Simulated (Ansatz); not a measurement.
Crystal: RbCl.

```
Rb Cl
1.0
     0.00000    3.27400    3.27400
     3.27400    0.00000    3.27400
     3.27400    3.27400    0.00000
Rb Cl
1 1
Direct
  0.00000 0.00000 0.00000
  0.50000 0.50000 0.50000
```

Base run:

- Program: Ansatz 0.2.0
- Functional: PBEsol
- Potentials or basis: all-electron PAW datasets made for the crystal
- Cutoff: 220 eV (chosen from the basis error)
- k mesh: 7 × 7 × 7
- Occupations: fermi-dirac, width 0.05 eV
- Spin: no spin polarisation

Its results: band gap on the k mesh 4.89 eV, direct; pressure 0.0 GPa.

Task: After a change of settings the same cell gave: band gap on the k mesh 5.07 eV, direct; pressure 0.1 GPa. Which change was it?
A. potentials or basis from all-electron PAW datasets made for the crystal to all-electron LAPW, inner shells corrected to Dirac's equation; cutoff from 220 eV (chosen from the basis error) to 130 eV (chosen from the basis error)
B. potentials or basis from all-electron PAW datasets made for the crystal to all-electron LAPW, non-relativistic; cutoff from 220 eV (chosen from the basis error) to 130 eV (chosen from the basis error)
C. potentials or basis from all-electron PAW datasets made for the crystal to all-electron LAPW, scalar-relativistic; cutoff from 220 eV (chosen from the basis error) to 130 eV (chosen from the basis error)

Result: B.

Caveats: relativity is left out, which matters for the heavier elements (some runs).

The runs don't all hold the same shells in valence.
